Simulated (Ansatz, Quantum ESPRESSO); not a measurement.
# 2H-WS2, 3 layers, AA' stacking against a metal electrode: the electrode's level over the Fermi level at a withheld member of a series

Method. Quantum ESPRESSO 7.5, PBE, GBRV ultrasoft. The slab is relaxed neutral under PBE-D3(BJ), then held. ESM with bc3: vacuum below and a metal electrode about 6 Å above the top atoms. Fermi-Dirac smearing of 0.004 Ry and a dense mesh. Charges are set per cell from the starting area. The series steps the charge of the slab (positive: electrons removed).

| charge of the slab | electrode's level over the Fermi level (eV) |
| --- | --- |
| 1 ×10¹³ e/cm² | 6.302 |
| 2 ×10¹³ e/cm² | 7.468 |
| 3 ×10¹³ e/cm² | 8.597 |
| 6 ×10¹³ e/cm² | 11.909 |
| 7 ×10¹³ e/cm² | 13.000 |
| 8 ×10¹³ e/cm² | 14.090 |

One more run was made and is withheld. What is the electrode's level over the Fermi level at 4.5 ×10¹³ e/cm²?

By hand: The rows at 3 ×10¹³ e/cm² and 6 ×10¹³ e/cm² give a slope of (11.909 − (8.597))/(6 − (3)) = 1.104, so a straight line gives 10.253 eV. A parabola through these and the row at 2 ×10¹³ e/cm² gives 10.267 eV.

**The withheld run.** 10.262 eV. The line misses by −0.009 and the parabola by +0.005 eV. Both misses are under 5 % of the step from the nearer row.

Caveats: Vacuum fills the gap; ions don't answer the charge; added electrons can spill towards the electrode at the most negative charges. Charges count on the starting cell, which the relaxation changed by some per cent. Members without a usable value, or on the other side of zero field or charge, are not listed.
